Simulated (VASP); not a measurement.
# HgTe: restarted molecular dynamics, 2 variants

HgTe, Fm-3m (no. 225), 8 atoms in the cell. PBE, molecular dynamics; PAW potentials Hg, Te (PBE set).

| Restart from | Temperature at the end (K) | The same without a restart (K) | Potential energy at the end (eV/atom) | The same without a restart (eV/atom) | Electronic steps in the first step after the restart | Time (s) |
|---|---|---|---|---|---|---|
| CONTCAR with velocities, WAVECAR read | 1442.0 | 1442.0 | -1.40575 | -1.40575 | 4 | 163 |
| CONTCAR with velocities, no WAVECAR | 1442.0 | 1442.0 | -1.40575 | -1.40575 | 14 | 159 |

Limits: 240 fs of 8 atoms are too short for converged averages.

## Input of the first row

INCAR.step1:
```
SYSTEM = HgTe
  GGA = PE
  PREC = Normal
  ENCUT = 240
  EDIFF = 1E-6
  NELMIN = 4
  NELM = 60
  ALGO = Normal
  LREAL = Auto
  LASPH = .True.
  ISMEAR = 0
  SIGMA = 0.05
  ISYM = 0
  LWAVE = .True.
  LCHARG = .False.
  IBRION = 0
  NSW = 30
  POTIM = 4.0
  TEBEG = 1600
  ISIF = 2
  RANDOM_SEED = 18732 0 0
  MDALGO = 2
  SMASS = -3
  KPAR = 2
```

INCAR.step2, as INCAR.step1 but for:
```
- LWAVE = .True.
+ LWAVE = .False.
```

KPOINTS:
```
k-points
0
Monkhorst-Pack
  2 2 2
```

POSCAR.step1:
```
HgTe
1.0
    6.3600000000      0.0000000000      0.0000000000
    0.0000000000      6.3600000000      0.0000000000
    0.0000000000      0.0000000000      6.3600000000
Hg Te
4 4
Direct
    0.0000000000      0.0000000000      0.0000000000
    0.0000000000      0.5000000000      0.5000000000
    0.5000000000      0.0000000000      0.5000000000
    0.5000000000      0.5000000000      0.0000000000
    0.5000000000      0.0000000000      0.0000000000
    0.5000000000      0.5000000000      0.5000000000
    0.0000000000      0.0000000000      0.5000000000
    0.0000000000      0.5000000000      0.0000000000
```

Commands (each step's output is kept before the next begins):
```
cat potpaw_PBE.64/Hg/POTCAR potpaw_PBE.64/Te/POTCAR > POTCAR
cp INCAR.step1 INCAR
cp POSCAR.step1 POSCAR
mpirun -np 2 vasp_std > vasp.out
cp CONTCAR POSCAR
cp INCAR.step2 INCAR
mpirun -np 2 vasp_std > vasp.out
```

Changes of the last row against the first:
```
(step 1)
- LWAVE = True
+ LWAVE = False
```

VASP 6.6.1 took 163 s on 2 cores (Intel Xeon Platinum 8488C (Sapphire Rapids)), a shared host.
